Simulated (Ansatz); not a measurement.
**WSe2 (P6_3/mmc)**

Computed with DFT PBEsol+D3(BJ), scalar-relativistic, plane waves, PAW (Ansatz).

Cutoff 420 eV; k points 12×12×4 on the computed 6-atom cell (Γ-centred); Gaussian smearing, width 0.02 eV; no spin polarisation.

The structure is relaxed at this level of theory with its symmetry kept.

```
W Se
1.0
     3.23087    0.00000    0.00000
    -1.61543    2.79801    0.00000
     0.00000    0.00000   12.41705
W Se
2 4
Direct
  0.66667 0.33333 0.24991
  0.33333 0.66667 0.75009
  0.33333 0.66667 0.38529
  0.66667 0.33333 0.88545
  0.33333 0.66667 0.11455
  0.66667 0.33333 0.61471
```

| Item | Value |
| --- | --- |
| Space group | P6_3/mmc (No. 194) |
| Volume per atom | 18.71 Å³ |
| Kohn–Sham band gap | 0.67 eV, indirect from Γ to (0.182, 0.182, 0.000) |
| Löwdin character of the top 1 eV of the valence band | W 5d 58 %, Se 4p 36 % |
| Löwdin character of the lowest 1 eV of the conduction band | W 5d 62 %, Se 4p 28 %, unprojected 5 % |
| Electron masses at the edge by Cartesian direction of the standard setting (m_e; degenerate bands sorted by energy; no spin-orbit coupling) | x: 0.43; y: 0.40; z: 0.34 |
| Hole masses at the edge by Cartesian direction of the standard setting (m_e; degenerate bands sorted by energy; no spin-orbit coupling) | x: 0.60; y: 0.60; z: 1.5 |
| Bulk modulus | 67 GPa |
| Its pressure derivative | 9.0 |
| Bader charges (e) | W (2 in the cell) 1.02, Se (4 in the cell) -0.51 |

Spin-orbit coupling is left out, which matters for the bands of heavy elements.

Cost: 11 runs of about 10 core-minutes in all, on Intel Xeon 6975P-C (Granite Rapids) (shared hosts).